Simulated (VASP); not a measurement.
# TiS2 (P-3m1) in VASP: notebook, part 2 of 2

VASP 6.6.1. The steps go on from the part before.

### 4 Relaxation of cell and atoms, PBE+D3(BJ)

INCAR

```
  PREC = Accurate
  ENCUT = 600
  EDIFF = 1E-6
  ISMEAR = 1
  SIGMA = 0.1
  LREAL = F
  LASPH = T
  NELM = 80
  ALGO = Normal
  ISIF = 3
  LWAVE = F
  LCHARG = F
  GGA = PE
  IVDW = 12
  IBRION = 2
  NSW = 90
  EDIFFG = -0.01
  KPAR = 2
```

KPOINTS

```
regular mesh
0
Gamma
  12 12 7
```

POSCAR

```
TiS2
1.0
    3.4120000000      0.0000000000      0.0000000000
   -1.7060000000      2.9548786777      0.0000000000
    0.0000000000      0.0000000000      5.6950000000
Ti S
1 2
Direct
    0.0000000000      0.0000000000      0.0000000000
    0.3333333333      0.6666666667      0.2500000000
    0.6666666667      0.3333333333      0.7500000000
```

Potentials or basis: VASP PAW PBE potentials, release 64 (Ti_sv, S).

Launch:

```console
cat potpaw_PBE.64/Ti_sv/POTCAR potpaw_PBE.64/S/POTCAR > POTCAR
mpirun -np 2 vasp_std > vasp.out
```

It took 7.9 min on 2 MPI ranks of Intel Xeon Platinum 8375C at 2.90GHz (Ice Lake), shared host; peak memory 0.29 GiB.

It converged, with:

```yaml
Free_energy: -21.1072 eV
Relaxed_volume: 17.98 Å³/atom
Relaxed_cell: a = 3.358 Å, b = 3.358 Å, c = 5.523 Å, α = 90.00°, β = 90.00°, γ = 120.00°
Space_group_after_relaxing_to_0.05_Å: P-3m1 (No. 164)
Energy_gained_by_relaxing: 8.8 meV/atom
Ionic_steps: 15
Pressure_after_relaxing: 0.0 GPa
Largest_force_after_relaxing: 0.003 eV/Å
Band_gap_on_the_k_mesh: none (metal or under the smearing width)
Dispersion_energy_per_atom: -0.410 eV
```

Forces on the atoms (eV/Å):
```
Ti   0.000  0.000  0.000
S    0.000  0.000  0.003
S    0.000  0.000 -0.003
```

Step by step:
```csv
step,energy change (eV),largest force (eV/Å),pressure (GPa),volume (Å³)
1,0.0000,0.1233,-2.93,57.42
2,-0.0037,0.5324,2.64,54.55
3,-0.0154,0.2172,-0.09,55.86
4,-0.0193,0.1409,-0.11,55.53
5,-0.0210,0.0305,-0.11,55.08
6,-0.0210,0.0440,-0.07,55.13
7,-0.0225,0.0354,-0.13,54.96
8,-0.0256,0.0056,-0.20,54.43
9,-0.0238,0.0691,-0.17,53.36
10,-0.0264,0.0099,-0.10,54.08
11,-0.0264,0.0118,-0.16,54.05
12,-0.0259,0.0375,-0.16,53.71
13,-0.0264,0.0131,-0.13,54.02
14,-0.0261,0.0621,0.48,53.71
15,-0.0265,0.0034,0.01,53.95
```

Final structure:
```
Ti S
1.0
     3.35846    0.00000    0.00000
    -1.67923    2.90851    0.00000
     0.00000    0.00000    5.52309
Ti S
1 2
Cartesian
  -1.6792 2.9085 0.0000
  0.0000 1.9390 1.4292
  1.6792 0.9695 4.0939
```

Levels at points of the mesh, in eV from the Fermi level:
| k point | band 10 | band 11 | band 12 | band 13 | band 14 | band 15 |
| --- | --- | --- | --- | --- | --- | --- |
| (0.00, 0.00, 0.00) | 0.15 | 0.16 | 0.16 | 0.54 | 0.54 | 0.87 |
| (0.50, 0.00, 0.00) | -2.91 | -2.64 | -1.65 | 0.18 | 1.65 | 2.10 |

Caveat: pairwise dispersion overbinds metals, which lowers pressure and volume.

### 5 Relaxation of cell and atoms, PBE+D3(BJ)

This run uses another cell than the first one, of 17.98 Å³/atom, 0.940 times its volume.

Edit INCAR of step 4 so:

```diff
@@ -2,3 +2,3 @@
   ENCUT = 600
-  EDIFF = 1E-6
+  EDIFF = 1E-7
   ISMEAR = 1
@@ -16,3 +16,3 @@
   NSW = 90
-  EDIFFG = -0.01
+  EDIFFG = -0.005
   KPAR = 2
```

KPOINTS is that of step 4.

POSCAR

```
TiS2                                    
1.0
    3.3584555309     -0.0000000000     -0.0000000000
   -1.6792277655      2.9085078073      0.0000000000
    0.0000000000      0.0000000000      5.5230876144
  Ti              S             
     1     2
Direct
     0.0000000000000000    1.0000000000000000    0.0000000000000000
     0.3333333332999970    0.6666666667000030    0.2587672919672854
     0.6666666667000030    0.3333333332999970    0.7412327080327145
```

Launch:

```console
cat potpaw_PBE.64/Ti_sv/POTCAR potpaw_PBE.64/S/POTCAR > POTCAR
mpirun -np 2 vasp_std > vasp.out
```

It took 58 s on 2 MPI ranks of Intel Xeon Platinum 8375C at 2.90GHz (Ice Lake), shared host; peak memory 0.27 GiB.

It converged, with:

```yaml
Free_energy: -21.1066 eV
Pressure_after_relaxing: 0.0 GPa
Largest_force_after_relaxing: 0.004 eV/Å
Band_gap_on_the_k_mesh: none (metal or under the smearing width)
Dispersion_energy_per_atom: -0.410 eV
```

Forces in eV/Å, atoms in the order of the input:
```
Ti   0.000  0.000  0.000
S    0.000  0.000  0.004
S    0.000  0.000 -0.004
```

Final structure:
```
Ti S
1.0
     3.35846    0.00000    0.00000
    -1.67923    2.90851    0.00000
     0.00000    0.00000    5.52309
Ti S
1 2
Direct
  0.00000 0.00000 0.00000
  0.33333 0.66667 0.25877
  0.66667 0.33333 0.74123
```

Levels at points of the mesh, in eV from the Fermi level:
| k point | band 8 | band 9 | band 10 | band 11 | band 12 | band 13 | band 14 | band 15 | band 16 |
| --- | --- | --- | --- | --- | --- | --- | --- | --- | --- |
| (0.00, 0.00, 0.00) | -2.78 | -2.78 | 0.15 | 0.16 | 0.16 | 0.54 | 0.54 | 0.87 | 3.46 |
| (0.50, 0.00, 0.00) | -3.79 | -3.05 | -2.91 | -2.64 | -1.65 | 0.18 | 1.65 | 2.10 | 3.77 |

Caveat: the relaxation stopped at its first step, so nothing moved; pairwise dispersion overbinds metals, which lowers pressure and volume.

### 6 Relaxation of cell and atoms, LDA

INCAR

```
SYSTEM = TiS2
ALGO = Normal
EDIFF = 1E-6
EDIFFG = -0.01
ENCUT = 600
IBRION = 2
ISIF = 3
ISMEAR = 1
KPAR = 2
LASPH = .True.
LCHARG = .False.
LREAL = .False.
LWAVE = .False.
NELM = 80
NSW = 90
PREC = Accurate
SIGMA = 0.1
```

KPOINTS

```
k-points
0
Gamma
  12 12 7
  0 0 0
```

POSCAR

```
TiS2
1.0
    3.4120000000      0.0000000000      0.0000000000
   -1.7060000000      2.9548786777      0.0000000000
    0.0000000000      0.0000000000      5.6950000000
Ti S
1 2
Direct
    0.0000000000      0.0000000000      0.0000000000
    0.3333333333      0.6666666667      0.2500000000
    0.6666666667      0.3333333333      0.7500000000
```

Potentials or basis: VASP PAW LDA potentials, release 64 (Ti_sv, S).

Launch:

```console
cat potpaw_LDA.64/Ti_sv/POTCAR potpaw_LDA.64/S/POTCAR > POTCAR
mpirun -np 2 vasp_std > vasp.out
```

Wall time 5.8 min (2 MPI ranks of AMD EPYC 9R45 (Zen 5), shared host); peak memory 0.23 GiB.

The run converged. Its results:

| Quantity | Value |
| --- | --- |
| Free energy | -22.0320 eV |
| Relaxed volume | 17.27 Å³/atom |
| Relaxed cell | a = 3.314 Å, b = 3.314 Å, c = 5.447 Å, α = 90.00°, β = 90.00°, γ = 120.00° |
| Space group after relaxing (to 0.05 Å) | P-3m1 (No. 164) |
| Energy gained by relaxing | 29.8 meV/atom |
| Ionic steps | 19 |
| Pressure after relaxing | 0.0 GPa |
| Band gap on the k mesh | none (metal or under the smearing width) |

Stress tensor (GPa, compression positive):
```
-0.08  0.00  0.00
 0.00 -0.08  0.00
 0.00  0.00  0.01
```

Step by step:
```tsv
step	energy change (eV)	largest force (eV/Å)	pressure (GPa)	volume (Å³)
1	0.0000	0.4244	-6.18	57.42
2	0.0054	1.1526	7.24	51.50
3	-0.0672	0.2950	-0.32	54.39
4	-0.0672	0.3110	-0.19	54.33
5	-0.0757	0.2033	-0.13	53.87
6	-0.0785	0.0763	-0.04	53.35
7	-0.0785	0.0905	-0.02	53.41
8	-0.0813	0.0502	-0.34	53.27
9	-0.0860	0.0764	-1.16	52.86
10	-0.0873	0.0472	-0.87	52.64
11	-0.0891	0.0393	0.03	51.97
12	-0.0891	0.0427	0.07	51.94
13	-0.0891	0.0450	0.10	51.92
14	-0.0891	0.0371	0.09	51.88
15	-0.0892	0.0136	0.07	51.76
16	-0.0892	0.0036	0.03	51.80
17	-0.0892	0.0136	-0.12	51.87
18	-0.0893	0.0048	-0.09	51.83
19	-0.0893	0.0005	-0.05	51.82
```

Final structure:
```
CELL_PARAMETERS angstrom
3.31437 0.00000 0.00000
-1.65719 2.87033 0.00000
0.00000 0.00000 5.44684
ATOMIC_POSITIONS crystal
Ti 0.00000 0.00000 0.00000
S 0.33333 0.66667 0.26122
S 0.66667 0.33333 0.73878
```

Levels at points of the mesh, in eV from the Fermi level:
```
           k point  band 9  band 10  band 11  band 12  band 13  band 14  band 15  band 16
(0.00, 0.00, 0.00)   -2.78     0.29     0.30     0.30     0.56     0.56     0.83     3.61
(0.50, 0.00, 0.00)   -3.15    -3.00    -2.64    -1.62     0.16     1.76     2.24     3.92
```
